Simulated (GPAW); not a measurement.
A run of GPAW 26.7.0:

The input run.py:

```python
from ase import Atoms
from ase.dft.bandgap import bandgap
from ase.io import write
from ase.units import GPa
from gpaw import GPAW, PW, setup_paths

setup_paths.insert(0, '.')

atoms = Atoms(['Te', 'Sn'],
              cell=[[0.0, 3.15085, 3.15085],
                    [3.15085, 0.0, 3.15085],
                    [3.15085, 3.15085, 0.0]],
              scaled_positions=[[0.5, 0.5, 0.5],
                                [0.0, 0.0, 0.0]],
              pbc=True)

calc = GPAW(mode=PW(600),
            xc='PBEsol',
            kpts={'size': (7, 7, 7), 'gamma': True},
            occupations={'name': 'fermi-dirac', 'width': 0.05},
            nbands=19,
            convergence={'density': 1e-05, 'energy': 1e-05},
            maxiter=150,
            txt='gpaw.txt')
atoms.calc = calc
energy = atoms.get_potential_energy()
forces = atoms.get_forces()
stress = atoms.get_stress()
calc.write('gs.gpw')
write('result.traj', atoms)
print(f'Energy: {energy:.6f} eV')
print('Forces (eV/A):')
print(forces.round(4))
print('Stress (GPa):', (stress / GPa).round(3))
print('Fermi level:', round(calc.get_fermi_level(), 4), 'eV')
print(f'Gap: {bandgap(calc)[0]:.4f} eV, direct: {bandgap(calc, direct=True)[0]:.4f} eV')
```

Potentials or basis: PAW data sets generated in the run's folder for this functional, pw.

The run is started by

```console
$ gpaw-setup -f PBEsol Sn Te
$ OMP_NUM_THREADS=1 python run.py
```

Hardware: 1 thread of Arm Neoverse V1, on a shared host.

Q: Estimate the wall time of this run.

A: Run time: 24 s on 1 thread of Arm Neoverse V1, on a shared host, peak memory 0.16 GiB. Counts: scf iterations 9, plane waves 2106, bands 19, k points 20.
